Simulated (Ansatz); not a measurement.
Vibrations of MoS2 (R3m) by finite displacements

```xyz
3
Lattice="1.5716 0.9073 6.2814 -1.5716 0.9073 6.2814 0.0000 -1.8147 6.2814" Properties=species:S:1:pos:R:3 pbc="T T T"
Mo    0.0000    0.0000    0.0019
S     0.0000    0.0000    4.7255
S     0.0000    0.0000    7.8417
```

Conventional cell: a = 3.143 Å, b = 3.143 Å, c = 18.844 Å, α = 90.00°, β = 90.00°, γ = 120.00°. Around Mo (atom 1) lie 6 S at 2.39 Å. S (atom 2) is surrounded by 3 Mo at 2.39 Å. Around S (atom 3) lie 3 Mo at 2.39 Å.

Level of theory, where no other is named: PBEsol, all-electron LAPW in Ansatz 0.2.0, scalar-relativistic. k mesh 8×8×8, fixed occupations, basis error target 1 meV/atom. The cell was relaxed by PAW under this functional.

Atoms are displaced by 0.01 Å in the smallest supercells that hold the wave vectors of a 2×2×2 mesh. Negative values stand for unstable modes. The zone centre has no LO-TO term.

(1) What are the phonon energies at the solved wave vectors, in meV?

(2) Is the structure dynamically stable at these wave vectors?

(3) How do the optical zone-centre modes decompose, and which are active?

(4) How well do frozen-core PAW files reproduce these all-electron values?

(5) Linear response on PAW files adds the field. What are the dielectric tensor, the Born charges and the LO shift?

Answers

(1) 

```tsv
q	point	modes (meV)
0.000 0.000 0.000	Gamma	35.53 (×2), 47.69 (×2), 50.45, 58.01
0.500 0.000 0.000	L	19.32, 21.03, 29.10, 38.13, 41.34, 44.09, 45.42, 48.06, 50.77
0.500 0.500 0.000	F	19.65, 21.69, 28.91, 37.90, 41.56, 43.96, 45.54, 48.08, 50.59
0.500 0.500 0.500	T	3.02 (×2), 3.94, 35.26 (×2), 47.77 (×2), 50.26, 58.34
```

(2) Yes, no mode is unstable there; wave vectors off this mesh aren't tested.

(3) Point group 3m: Γ_opt = 2E + 2A1.

```json
{"label": "E", "meV": "35.53", "activity": "IR and Raman", "mostly": "S (100 %)"}
{"label": "E", "meV": "47.69", "activity": "IR and Raman", "mostly": "S (60 %)"}
{"label": "A1", "meV": "50.45", "activity": "IR and Raman", "mostly": "S (100 %)"}
{"label": "A1", "meV": "58.01", "activity": "IR and Raman", "mostly": "S (60 %)"}
```

(4) With a cutoff of 420 eV and displacements of 0.0025 Å, the r.m.s. difference over the modes is 0.1 cm⁻¹; the largest difference is 387.5 (PAW) against 387.6 cm⁻¹ (LAPW).

(5) ε∞ = (14.84, 14.84, 6.10) along x, y, z with local fields. Born charges (xx, yy, zz): Mo1 (-1.11, -1.11, -0.63); S2 (0.56, 0.56, 0.35); S3 (0.55, 0.55, 0.29). For q along x the macroscopic field gives longitudinal modes at 387.2 (from 384.6) cm⁻¹. For q along z the macroscopic field gives longitudinal modes at 469.5 (from 467.8) cm⁻¹. Without the field the optical modes lie at 286.5 (E), 384.6 (E), 406.9 (A1), 467.8 (A1) cm⁻¹. With the ions free to follow the field, the program's ε₀ is (15.04, 15.04, 6.15).

Keep in mind: no dispersion correction, so the spacing and stiffness between layers or molecules are poor; the frozen-core PAW files of the compared runs were fitted under PBE, their cores solved anew for this functional; field response not resolved by the mesh; semilocal gaps are low, and ε∞ tends to come out large.
